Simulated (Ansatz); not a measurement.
Runs of Ansatz 0.2.0 on CaSe. Symmetry: Fm-3m, No. 225, cubic system. The conventional cell has a = 5.912 Å, b = 5.912 Å, c = 5.912 Å, α = 90.00°, β = 90.00°, γ = 90.00°. Around Se (site symmetry m-3m) lie 6 Ca at 2.96 Å. Around Ca (site symmetry m-3m) lie 6 Se at 2.96 Å. 

| task | level | points for each segment of the path | gap on the mesh (eV) | pressure (GPa) | V0 of scaled cells (Å³/atom) | B0 (GPa) |
| --- | --- | --- | --- | --- | --- | --- |
| equation of state | PBE0 | - | - | - | 26.21 | 51 |
| band structure | HSE06 | 4 | 2.97 | 0.8 | - | - |
| equation of state | HSE06 | - | - | - | 26.23 | 51 |
| band structure | PBE0 | 4 | (a) | 0.8 | - | - |

Alike in all rows: potentials or basis Ansatz PAW; no spin polarisation; cell as given; k mesh 6 × 6 × 6; cutoff (eV) 420; smearing fermi-dirac 0.05 eV.

Problem. Fill in the values left out.

Solution. (a) 3.65.

Caveats: the PAW data sets were made with another functional, which shifts forces and pressure a little (some runs); the PAW data sets come from PBE, with cores solved anew for the run's functional, which leaves a small shift of forces and pressure (some runs); the thresholds are loose for stress (some runs).

A k mesh can miss the band edges, and the runs leave out spin-orbit coupling on Se.
